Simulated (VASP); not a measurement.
# ZnSe (F-43m): a series in biaxial strain in the (001) plane, part 2 of 2

How do the elastic response and the band edges of ZnSe follow biaxial strain in the (001) plane?

VASP 6.6.1, plane waves and PAW; the level of theory is named at each step.

So far: The starting structure; Relax the crystal, LDA; Strain along the normal, LDA; Band edges, TB-mBJ with spin-orbit coupling; Band edges, r2SCAN with spin-orbit coupling.

**5. Band edges, r2SCAN with spin-orbit coupling (continued)**

Level of this step: r2SCAN, spin-orbit coupling; plane waves and PAW (Zn, Se); cell typed or built by script (VASP).

Parts of OUTCAR (step 5):

```text
  Total        0.7819685      0.7819685      0.9002486      0.0000000      0.0000000      0.0000000
  in kB       28.8183642     28.8183642     33.1774169      0.0000000      0.0000000      0.0000000
  external PRESSURE =      30.2713818 kB  Pullay stress =       0.0000000 kB

 POSITION                                       TOTAL-FORCE (eV/Angst)
 -----------------------------------------------------------------------------------
      0.00000      0.00000      0.00000        -0.000000     -0.000000     -0.000000
      1.40062      1.40062      1.38506         0.000000      0.000000      0.000000
 -----------------------------------------------------------------------------------
    total drift:                               -0.000000     -0.000000      0.000001

  FREE ENERGIE OF THE ION-ELECTRON SYSTEM (eV)
  ---------------------------------------------------
  free  energy   TOTEN  =      -291.3819802166 eV

  energy  without entropy=     -291.3819802166  energy(sigma->0) =     -291.38198022

[... 2 parts as in an earlier step ...]

[... 1 further part left out ...]
[key lines of the parts left out:]
E-fermi :   2.1920
```

Numbers from this step:

```
energy(sigma→0) of the program : -291.3820 eV
stress, compression positive   : xx, yy, zz 2.88, 2.88, 3.32 GPa
```

The run ends at a pressure of 3.03 GPa.

**6. The table**

Runs beyond LDA use the data sets made with LDA; this shifts their levels slightly, and their total energies have another zero (at TB-mBJ, which has no energy functional, they mean nothing).

The other members went through these steps as far as the tables show, with the same cutoff and, step by step, the same mesh; 38 runs are not shown. The session took 3.0 core hours (wall time by ranks) on a shared machine.

| in-plane strain (%) | strain along the normal (%) | in-plane stress, tension positive (GPa) | energy above the unstrained row (meV/atom) | gap on the mesh, LDA (eV) |
| --- | --- | --- | --- | --- |
| -2.000 | 2.397 | -1.812 | 5.018 | 1.275 |
| -1.500 | 1.804 | -1.338 | 2.820 | 1.276 |
| -1.000 | 1.207 | -0.878 | 1.280 | 1.276 |
| -0.500 | 0.608 | -0.432 | 0.344 | 1.275 |
| 0 | 0.000 | -0.004 | 0.000 | 1.274 |
| 0.500 | -0.616 | 0.409 | 0.230 | 1.229 |
| 1.000 | -1.229 | 0.815 | 1.018 | 1.186 |
| 1.500 | -1.833 | 1.214 | 2.337 | 1.143 |
| 2.000 | -2.459 | 1.592 | 4.183 | 1.102 |

Slopes at zero strain, from cubics through all rows: strain ratio -1.218, stress over strain 85 GPa. For a cubic crystal strained in (001) the ratio is −2C₁₂/C₁₁.

Band edges at TB-mBJ with spin-orbit coupling, counted from the valence-band top at Γ, spin-orbit pairs averaged, with one row partly withheld:

| in-plane strain (%) | gap (eV) | conduction band at Γ (eV) | Δ or X valley along z (eV) | Δ or X valley along x (eV) | lowest conduction level at L, [111] (eV) | lowest conduction level at L, [-111] (eV) | second valence level below the top (eV) | third valence level below the top (eV) |
| --- | --- | --- | --- | --- | --- | --- | --- | --- |
| -2.000 | 2.844 | 2.844 | 3.757 | 3.538 | 3.650 | 3.650 | 0.097 | 0.438 |
| -1.500 | 2.847 | 2.847 | 3.745 | 3.583 | 3.673 | 3.673 | 0.075 | 0.412 |
| -1.000 | 2.848 | 2.848 | 3.734 | 3.627 | 3.692 | 3.692 | 0.051 | 0.390 |
| -0.500 | ? | ? | 3.723 | 3.670 | 3.707 | 3.707 | 0.026 | 0.372 |
| 0 | 2.847 | 2.847 | 3.712 | 3.712 | 3.717 | 3.717 | 0.000 | 0.357 |
| 0.500 | 2.819 | 2.819 | 3.676 | 3.728 | 3.697 | 3.697 | 0.027 | 0.371 |
| 1.000 | 2.789 | 2.789 | 3.640 | 3.741 | 3.673 | 3.673 | 0.054 | 0.388 |
| 1.500 | 2.755 | 2.755 | 3.603 | 3.752 | 3.644 | 3.644 | 0.081 | 0.407 |
| 2.000 | 2.720 | 2.720 | 3.564 | 3.760 | 3.612 | 3.612 | 0.108 | 0.427 |

Conduction masses, in electron masses:

| in-plane strain (%) | conduction mass at Γ, along the strain axis or the normal of the plane | conduction mass at Γ, across the strain axis or in the plane |
| --- | --- | --- |
| -2.000 | 0.189 | 0.192 |
| -1.500 | 0.188 | 0.191 |
| -1.000 | 0.188 | 0.189 |
| -0.500 | 0.189 | 0.190 |
| 0 | 0.189 | 0.189 |
| 0.500 | 0.190 | 0.188 |
| 1.000 | 0.188 | 0.188 |
| 1.500 | 0.189 | 0.188 |
| 2.000 | 0.191 | 0.187 |

Band edges at r2SCAN with spin-orbit coupling, counted from the valence-band top at Γ, spin-orbit pairs averaged:

| in-plane strain (%) | gap (eV) | conduction band at Γ (eV) | Δ or X valley along z (eV) | Δ or X valley along x (eV) | lowest conduction level at L, [111] (eV) | lowest conduction level at L, [-111] (eV) | second valence level below the top (eV) | third valence level below the top (eV) |
| --- | --- | --- | --- | --- | --- | --- | --- | --- |
| -2.000 | 1.964 | 1.964 | 3.172 | 2.927 | 2.963 | 2.963 | 0.105 | 0.469 |
| -1.500 | 1.964 | 1.965 | 3.154 | 2.972 | 2.986 | 2.986 | 0.081 | 0.441 |
| -1.000 | 1.964 | 1.964 | 3.136 | 3.016 | 3.003 | 3.003 | 0.056 | 0.417 |
| -0.500 | 1.962 | 1.962 | 3.120 | 3.060 | 3.017 | 3.017 | 0.029 | 0.397 |
| 0 | 1.959 | 1.959 | 3.104 | 3.104 | 3.026 | 3.026 | 0.000 | 0.381 |
| 0.500 | 1.927 | 1.927 | 3.060 | 3.118 | 3.002 | 3.002 | 0.030 | 0.397 |
| 1.000 | 1.893 | 1.893 | 3.017 | 3.131 | 2.974 | 2.974 | 0.059 | 0.416 |
| 1.500 | 1.857 | 1.857 | 2.977 | 3.145 | 2.943 | 2.943 | 0.088 | 0.436 |
| 2.000 | 1.822 | 1.822 | 2.936 | 3.158 | 2.908 | 2.908 | 0.118 | 0.458 |

Conduction masses, in electron masses:

| in-plane strain (%) | conduction mass at Γ, along the strain axis or the normal of the plane | conduction mass at Γ, across the strain axis or in the plane |
| --- | --- | --- |
| -2.000 | 0.133 | 0.132 |
| -1.500 | 0.132 | 0.131 |
| -1.000 | 0.132 | 0.131 |
| -0.500 | 0.131 | 0.130 |
| 0 | 0.130 | 0.130 |
| 0.500 | 0.129 | 0.129 |
| 1.000 | 0.129 | 0.129 |
| 1.500 | 0.128 | 0.128 |
| 2.000 | 0.126 | 0.127 |

**7. A fit to the known rows**

The quantity to fit is the conduction level at Γ above the mean of the three top valence levels at TB-mBJ with spin-orbit coupling: 3.022, 3.009, 2.995, 2.966, 2.952, 2.937, 2.918, 2.899 eV in the rows shown.

Fitting a parabola to the 8 known rows (e: strain in %) gives E = − 0.001679 e² − 0.03039 e + 2.967 in eV; the residuals are 8.1e-4 eV r.m.s.

For the withheld row, e = -0.5, the fit gives 2.9819 eV.

**8. Prediction against calculation**

The calculation gives 2.9809 eV, so the prediction is 0.0010 eV too high, within twice the residual of the fit.

**9. Results**

```yaml
ratio_of_normal_to_in_plane_strain: -1.218
biaxial_modulus: 85 GPa
gap_of_the_unstrained_cell_tb_mbj_with_spin_orbit_coupling: 2.85 eV
gap_of_the_unstrained_cell_r2scan_with_spin_orbit_coupling: 1.96 eV
slope_at_zero_strain_of_the_conduction_level_at_gamma_above_the_mean_of_the_three_top_valence_levels_tb_mbj_with_spin_orbit_coupling: -30 meV per %
error_of_the_predicted_row: 1.0 meV
```

In words: As a check, the curvature of the energy gives 84 GPa for the same modulus (energy per volume = M × strain²), 0 % from the slope of the stress. At TB-mBJ with spin-orbit coupling the lowest conduction valley is Γ throughout, and the gap runs between 2.72 and 2.85 eV. At r2SCAN with spin-orbit coupling the lowest conduction valley is Γ throughout, and the gap runs between 1.82 and 1.96 eV. Hole masses are left out throughout, since the top bands are degenerate or cross in many series; of conduction masses, those of the Γ, L and (for Si and Ge under (001) strain) Δ valleys are kept where they change by under an eighth between rows. TB-mBJ is a potential fitted for gaps; it has no energy functional, so its total energies and forces mean nothing, and its bands tend to come out too narrow. r2SCAN opens gaps somewhat over GGA but leaves them below measured values as a rule. Δ or X levels are the lowest on their line, refined by a parabola unless they lie at X; the gap is read from all points sampled and can differ from the lowest valley by some meV, or by tens of meV where strain moves the valence top off Γ. Temperature, zero-point motion and excitons are left out.

[Lines on the potential files, build, host, timing and source positions are cut from VASP's logs without a mark.]

[Logs are printed without paths, hosts, clocks, repeated set-up lines and the standing remarks that a program may print on its own settings, such as how far it seeks lower states.]

[Hosts, paths, dates, database ids (printed as entryN), source tags and the programs' standing remarks are cut or masked in the printed files.]

[In band tables of VASP the shares of atoms and orbitals are scaled to a sum of 1 inside the atoms' spheres.]
